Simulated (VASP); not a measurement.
The system is ZrO2.

```
Zr O
1.0
     0.00000    2.53500    2.53500
     2.53500    0.00000    2.53500
     2.53500    2.53500    0.00000
Zr O
1 2
Direct
  0.00000 0.00000 0.00000
  0.25000 0.25000 0.25000
  0.75000 0.75000 0.75000
```

The cell was built by a generator and needn't be a form met in nature.

```yaml
Program: VASP 6.6.1
Task: relaxation of cell and atoms
Functional: LDA
Potentials_or_basis: VASP PAW LDA potentials, release 64 (Zr_sv, O)
Cutoff: 600 eV
k_mesh: 10 × 10 × 10
Occupations: gaussian, width 0.02 eV
Spin: no spin polarisation
```

At the start: pressure -6.1 GPa; volume 10.86 Å³/atom.

Task: How do energy, volume and symmetry change on relaxing?

Result: Over 3 steps the energy falls by 5.0 meV/atom and the volume is 10.61 Å³/atom (-2.3 %); space group Fm-3m (No. 225, to 0.05 Å).

Step by step:
| step | energy change (eV) | largest force (eV/Å) | pressure (GPa) | volume (Å³) |
| --- | --- | --- | --- | --- |
| 1 | 0.0000 | 0.0000 | -6.14 | 32.58 |
| 2 | 0.0225 | 0.0000 | 10.79 | 30.66 |
| 3 | -0.0150 | 0.0000 | -0.06 | 31.82 |

Final structure:
```
CELL_PARAMETERS angstrom
0.00000 2.51508 2.51508
2.51508 0.00000 2.51508
2.51508 2.51508 0.00000
ATOMIC_POSITIONS crystal
Zr 0.00000 0.00000 0.00000
O 0.25000 0.25000 0.25000
O 0.75000 0.75000 0.75000
```
